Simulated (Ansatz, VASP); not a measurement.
## TiC: VASP beside Ansatz

Contents of INCAR:

```
SYSTEM = TiC
ALGO = Fast
EDIFF = 1E-6
ENCUT = 520
GGA = PS
ISIF = 2
ISMEAR = 0
LASPH = .True.
LCHARG = .False.
LREAL = .False.
LWAVE = .False.
NBANDS = 15
NELM = 100
PREC = Accurate
SIGMA = 0.15
```

The input KPOINTS:

```
k-points
0
Gamma
  18 18 18
  0 0 0
```

File POSCAR:

```
TiC
1.0
    0.0000000000      2.1640000000      2.0558000000
    2.1640000000      0.0000000000      2.0558000000
    2.1640000000      2.1640000000      0.0000000000
Ti C
1 1
Direct
    0.0000000000      0.0000000000      0.0000000000
    0.5000000000      0.5000000000      0.5000000000
```

Input for Ansatz:

```yaml
crystal:
  lattice:
    - [0.0, 2.164, 2.0558]
    - [2.164, 0.0, 2.0558]
    - [2.164, 2.164, 0.0]
  atoms:
    - { symbol: Ti, position: [0.0, 0.0, 0.0] }
    - { symbol: C, position: [0.5, 0.5, 0.5] }
basis:
  ecutwfc: 420
kpoints:
  mp_grid: { grid: [18, 18, 18] }
hamiltonian:
  xc: pbesol
scf:
  occupations: { method: gaussian, width: 0.15 }
output:
  forces: true
  stress: true
  eigenvalues: true
```

Change from the starting cell: strain -0.0500 x Voigt [0, 0, 1, 0, 0, 0], atoms carried along.

Alike in both runs: task single point; functional PBEsol; k mesh 18 × 18 × 18; occupations gaussian, width 0.15 eV; no spin polarisation.

```csv
,VASP,Ansatz
version,VASP 6.6.1,Ansatz 0.2.0
potentials or method,"VASP PAW PBE potentials, release 64 (Ti_sv, C)","scalar-relativistic, plane waves, PAW"
plane-wave cutoff (eV),520,420
valence electrons in the cell,16,16
```

|  | VASP | Ansatz | Ansatz less VASP |
| --- | --- | --- | --- |
| gap on the k mesh at the Fermi level (eV) | none | none | - |
| pressure (GPa) | 9.3 | 9.1 | -0.23 |
| largest component of the traceless stress (GPa) | 18.04 | 18.03 | -0.017 |

A gap of «none» marks a metal or a gap that the smearing closes.

Caveats: the PAW data sets were made with another functional, which shifts forces and pressure a little (VASP).
